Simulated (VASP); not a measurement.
Here is a VASP 6.6.1 calculation.

The input INCAR:

```
ALGO = Normal
EDIFF = 1E-6
EDIFFG = -0.01
ENCUT = 600
IBRION = 2
ISIF = 3
ISMEAR = 0
LASPH = True
LCHARG = False
LREAL = False
LWAVE = False
NELM = 80
NSW = 90
PREC = Accurate
SIGMA = 0.03
```

Contents of KPOINTS:

```
k-points
0
Gamma
  10 10 10
```

POSCAR

```
HgSe
1.0
    0.0000000000      3.0390000000      3.0390000000
    3.0390000000      0.0000000000      3.0390000000
    3.0390000000      3.0390000000      0.0000000000
Hg Se
1 1
Direct
    0.0000000000      0.0000000000      0.0000000000
    0.2500000000      0.2500000000      0.2500000000
```

Potentials or basis: VASP PAW LDA potentials, release 64 (Hg, Se).

The run is started by

```sh
$ cat potpaw_LDA.64/Hg/POTCAR potpaw_LDA.64/Se/POTCAR > POTCAR
$ mpirun -np 1 vasp_std > vasp.out
```

Question: What does it give for the relaxed volume?

Answer: 28.12 Å³/atom.

Question: Estimate the relaxed cell.

Answer: a = 4.300 Å, b = 4.300 Å, c = 4.300 Å, α = 60.00°, β = 60.00°, γ = 60.00°.

Question: Estimate the band gap on the k mesh.

Answer: None (metal or under the smearing width).

Final structure:
```cif
data_structure
_symmetry_space_group_name_H-M 'P 1'
_symmetry_Int_Tables_number 1
_cell_length_a 4.3004
_cell_length_b 4.3004
_cell_length_c 4.3004
_cell_angle_alpha 60.000
_cell_angle_beta 60.000
_cell_angle_gamma 60.000
_cell_volume 56.23
loop_
_atom_site_label
_atom_site_type_symbol
_atom_site_fract_x
_atom_site_fract_y
_atom_site_fract_z
_atom_site_occupancy
Hg1 Hg 0.00000 0.00000 0.00000 1
Se1 Se 0.25000 0.25000 0.25000 1
```

The run has no spin-orbit coupling, so splittings on Hg are missing.
